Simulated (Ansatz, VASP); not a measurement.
# One calculation of Ir, two programs

The input INCAR:

```
  PREC = Accurate
  ENCUT = 520
  EDIFF = 1E-7
  ISMEAR = -1
  SIGMA = 0.05
  LREAL = F
  LASPH = T
  NELM = 80
  ALGO = Normal
  ISIF = 2
  LWAVE = F
  LCHARG = F
  GGA = PE
  NBANDS = 16
```

File KPOINTS:

```
Automatic mesh
0
Gamma
  9 9 5
```

Contents of POSCAR:

```
Ir
1.0
    2.7513778946      0.0000000000      0.0000000000
   -1.3756889473      2.3827631521      0.0000000000
    0.0000000000      0.0000000000      4.5069129000
Ir
2
Direct
    0.3333333333      0.6666666667      0.2500000000
    0.6666666667      0.3333333333      0.7500000000
```

File input.yaml:

```yaml
crystal:
  lattice:
    - [2.7513778946, 0.0, 0.0]
    - [-1.3756889473, 2.3827631521, 0.0]
    - [0.0, 0.0, 4.5069129]
  atoms:
    - { symbol: Ir, position: [0.3333333333, 0.6666666667, 0.25] }
    - { symbol: Ir, position: [0.6666666667, 0.3333333333, 0.75] }
hamiltonian:
  xc: pbe
  pseudopotentials: { kind: paw }
kpoints:
  mp_grid: { grid: [9, 9, 5] }
scf:
  occupations: { method: fermi_dirac, width: 0.05 }
output:
  forces: true
  stress: true
  eigenvalues: true
  write_density: true
  write_potential: true
  elf: true
  volumetric_format: npy
```

This isn't the form of Ir at room conditions, which is fcc.

Alike in both runs: task single point; functional PBE; k mesh 9 × 9 × 5; occupations fermi-dirac, width 0.05 eV; no spin polarisation.

|  | VASP | Ansatz |
| --- | --- | --- |
| version | VASP 6.6.1 | Ansatz 0.2.0 |
| potentials or method | VASP PAW PBE potentials, release 64 (Ir) | Ansatz PAW |
| plane-wave cutoff (eV) | 520 | 420 |
| valence electrons in the cell | 18 | 34 |

|  | VASP | Ansatz | Ansatz less VASP |
| --- | --- | --- | --- |
| gap on the k mesh at the Fermi level (eV) | none | none | - |
| pressure (GPa) | -4.4 | -4.8 | -0.43 |
| largest component of the traceless stress (GPa) | 3.04 | 3.06 | +0.016 |

A gap of «none» marks a metal or a gap that the smearing closes. The functional is the same, so the differences come from potentials, cutoffs and numerics. The two sets of potentials don't hold the same shells in valence.

Spin-orbit coupling is left out, which matters for the levels of Ir.
